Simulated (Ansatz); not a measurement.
Working through cell relaxations under several functionals of Si, space group I4_1/amd

Computed with Ansatz's Python interface.

Run as a notebook:

```python
import warnings

import ansatz as az
import numpy as np

def edges_and_angles(cell):
    cell = np.asarray(cell)
    a, b, c = np.linalg.norm(cell, axis=1)
    cosines = cell[1] @ cell[2] / (b * c), cell[0] @ cell[2] / (a * c), cell[0] @ cell[1] / (a * b)
    return (a, b, c, *np.degrees(np.arccos(cosines)))
```

```python
warnings.simplefilter("ignore", az.DeckWarning)
```

```python
vectors = np.array([
    [-2.371372, 2.371372, 1.329265],
    [2.371372, -2.371372, 1.329265],
    [2.371372, 2.371372, -1.329265],
])
si = (
    az.Lattice.of(vectors)
    .atom("Si", (0.25, 0.75, 0.5))
    .atom("Si", (0.5, 0.5, 0.0))
)
```

```python
calculation = (
    si.calculation()
    .occupations("Methfessel-Paxton")
    .kpoints(12)
    .relax(cell=True, force_tolerance=0.005)
)
```

```python
levels = [("r2scan", "rvv10"), ("pbe", "d4"), ("rpbe", "none"), ("pbe", "d3bj")]
print("level            a       b       c    alpha   beta  gamma  V/atom  steps")
for name, dispersion in levels:
    seen = []
    run = calculation.functional(name, dispersion=dispersion).session().plan()
    done = run.execute(on_event=lambda e: seen.append(e) if e["event"] == "relax_step" else None)
    cell = done.lattice.cell_ang
    label = name if dispersion == "none" else f"{name}+{dispersion}"
    print("{:13s} {:7.4f} {:7.4f} {:7.4f} {:6.2f} {:6.2f} {:6.2f}".format(label, *edges_and_angles(cell)), f"{abs(np.linalg.det(cell)) / len(done.lattice.sites):7.3f} {len(seen):5d}")
```

    level            a       b       c    alpha   beta  gamma  V/atom  steps
    r2scan+rvv10   3.6442  3.6442  3.6442  97.47  97.47 137.73  15.182     7
    pbe+d4         3.6202  3.6202  3.6202  97.36  97.36 138.06  14.804     8
    rpbe           3.6791  3.6791  3.6791  97.38  97.38 137.99  15.556     6
    pbe+d3bj       3.6173  3.6173  3.6173  97.36  97.36 138.07  14.768     7

From smallest to largest: PBE+D3BJ (14.77 Å³ an atom, -1.2 % against the start), PBE+D4 (14.80 Å³ an atom, -1.0 % against the start), r2SCAN+RVV10 (15.18 Å³ an atom, +1.6 % against the start) and RPBE (15.56 Å³ an atom, +4.1 % against the start). The spread is 5.3 % in volume.

Notes:
- Forces vanish by symmetry, so the ions can't move, and the end may be a saddle.
- Dispersion corrections can be off by several per cent in the lattices of metals, and by several GPa in the pressure at a fixed cell.
- Edges and angles are those of the cell as typed, here a primitive one, not of the conventional cell.
- This isn't the structure that Si takes at ambient conditions.
- Wall time of the script: 98 s on 1 thread of Arm Neoverse V1, with other jobs on the host, peak memory 0.55 GiB.
